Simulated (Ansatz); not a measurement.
## The polar optical mode of ZnS at 30 GPa, worked through

Level of theory: Ansatz, DFT LDA, scalar-relativistic, plane waves, PAW. Cutoff 420 eV, 10×10×10 k-points (Γ-centred), fixed occupations. No spin polarisation. Phonons by linear response, acoustic sum rule imposed.

The cell, relaxed at 30 GPa:
```xyz
2
Lattice="0.0000 2.4651 2.4651 2.4651 0.0000 2.4651 2.4651 2.4651 0.0000" Properties=species:S:1:pos:R:3 pbc="T T T"
Zn    0.0000    0.0000    0.0000
S     3.6976    3.6976    3.6976
```

The real crystal has changed phase below this pressure.

Linear response gives ν_TO = 410.8 cm⁻¹, Born charges ±1.581 e (positive on Zn) and ε∞ = 6.359. The primitive cell holds 29.958 Å³, and the masses are 65.380 and 32.060 amu.

**Question.** Find ν_LO and the static dielectric constant.

**Answer.** The long-wave field adds a restoring force: ω_LO² − ω_TO² = Z*²e²/(ε_vac ε∞ μV). In these units ν_LO² − ν_TO² = 4.92064×10⁷ Z*²/(μ V ε∞) cm⁻², with μ = m₁m₂/(m₁ + m₂) = 21.512 amu: 30000 cm⁻². So ν_LO = √(410.8² + 30000) = 445.8 cm⁻¹, and the run gives 445.9. Lyddane–Sachs–Teller then gives ε0 = ε∞ (ν_LO/ν_TO)² = 7.49, against 7.49 in the run (it forms both from the same three quantities, so the match checks the arithmetic only). Between ν_TO and ν_LO the dielectric function is negative and an undamped crystal reflects fully: a reststrahlen band from 22.4 to 24.3 μm.

**Question.** What do the Clausius–Mossotti polarisability and the Szigeti charge come to?

**Answer.** With the Lorentz local field, α = (3V/4π)(ε∞ − 1)/(ε∞ + 2) = 4.59 Å³ for the pair, and e_S = 3Z*/(ε∞ + 2) = 0.57 e. The Born charge includes the electrons' response to the dipole's own local field, and e_S takes that enhancement out. The Lorentz field assumes point-like polarisable ions, a poor picture once ε∞ is this large, since the electron clouds then overlap or are shared, so both numbers are formal here.

**Question.** How strongly does a slow electron couple to the LO mode?

**Answer.** For one isotropic parabolic band, Fröhlich's constant is α_F = (1/ε∞ − 1/ε0) √(m* Ry/ħω_LO), with Ry = 13.606 eV, ħω_LO = 55.3 meV and m* in free-electron masses: α_F = 0.0237 × 15.69 × √m* = 0.37 √m*. The band mass isn't part of this run; for m* = 0.1, 0.3 and 1 it gives 0.12, 0.20, 0.37. In weak coupling the polaron lies α_F ħω_LO below the band edge (11 meV at m* = 0.3) with a mass m*(1 + α_F/6); past α_F of about 5 or 6 that expansion fails. A semilocal functional's ε∞ tends to be too large, which taken alone lowers α_F.

Cost: 1 run of about 0.78 core-minutes, on Arm Neoverse V2 (shared hosts).

The polar mode of compressed zincblende ZnS is governed mainly by short-range bond forces. The long-range field raises it only from 410.8 to 445.8 cm⁻¹, and the lattice adds little to the electronic screening, taking the dielectric constant from 6.359 to 7.49. Stiff, shortened Zn–S bonds probably account for the high transverse frequency, since they resist the relative displacement of the two sublattices. The Born charge of 1.581 e lies below the nominal divalent value, as expected for a polar-covalent tetrahedral network in which bond charge shifts as the atoms move. It is a dynamical quantity and doesn't measure the static charge on zinc.

The same small lattice contribution keeps the Fröhlich coupling weak for all three trial masses, so a slow carrier in such a band would be a large, lightly dressed polaron rather than a self-trapped one. A real optical frequency at the zone centre doesn't establish dynamical stability, because in tetrahedral semiconductors it is typically the transverse acoustic branches near the zone boundary that soften under pressure.
